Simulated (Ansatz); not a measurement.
C5H8O2 can be A, `CC(=O)CC(C)=O`, or B, `C=C(C)C(=O)OC`.

Calculated with Ansatz (gas phase, PBE0-D4/def2-TZVP geometries, no zero-point term in ΔE). CBS: MP2 limit from def2 TZ/QZ plus the TZ coupled-cluster correction, frozen cores. DFT in def2-TZVPP. B3LYP here is the variant with VWN-RPA as its local correlation; programs differ in this. One conformer a species, not always the lowest.

**Question.** Which isomer does CCSD(T)/CBS put lower? Give the gap. (An estimate is asked.)

**Answer.** Computed: A, by 6.0 kcal/mol.

**Question.** Give E(B) − E(A) in kcal/mol with PBE0-D4, PBE-D4, r2SCAN-D4, CCSD(T)/def2-TZVPP, MP2/def2-TZVPP, ωB97M-V, B3LYP-D4. (Estimate.)

**Answer.** Computed: PBE0-D4 6.9, PBE-D4 7.3, r2SCAN-D4 6.5, CCSD(T)/def2-TZVPP 6.0, MP2/def2-TZVPP 6.4, ωB97M-V 6.6, B3LYP-D4 6.0. None reverses the order clearly.

Largest T1 diagnostic: 0.015.
